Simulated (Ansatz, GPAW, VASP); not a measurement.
**BAs: 3 runs at one level of theory**

```
As B
1.0
     0.00000    2.38850    2.38850
     2.38850    0.00000    2.38850
     2.38850    2.38850    0.00000
As B
1 1
Direct
  0.75000 0.75000 0.75000
  0.00000 0.00000 0.00000
```

Alike in all runs: task single point; functional PBE; k mesh 10 × 10 × 10; occupations gaussian, width 0.016 eV; no spin polarisation; no spin-orbit coupling. Pressure is positive in compression and, in plane waves, holds the error of the finite cutoff.

```csv
program and potentials,plane-wave cutoff (eV),notes,band gap (eV),pressure (GPa)
"Ansatz, all-electron LAPW, scalar-relativistic",-,-,1.19,2.73
"VASP, PBE PAW files As, B, 520 eV",520,-,1.18,3.42
"GPAW, GPAW PAW data sets (gpaw-data 1.2.1)",800,-,?,?
```

Q: Estimate from the other rows what the run with GPAW, GPAW PAW data sets (gpaw-data 1.2.1) gave.

A: Band gap 1.18 eV; pressure 3.28 GPa. The other rows, which needn't bracket it: band gap 1.18 to 1.19; pressure 2.73 to 3.42.
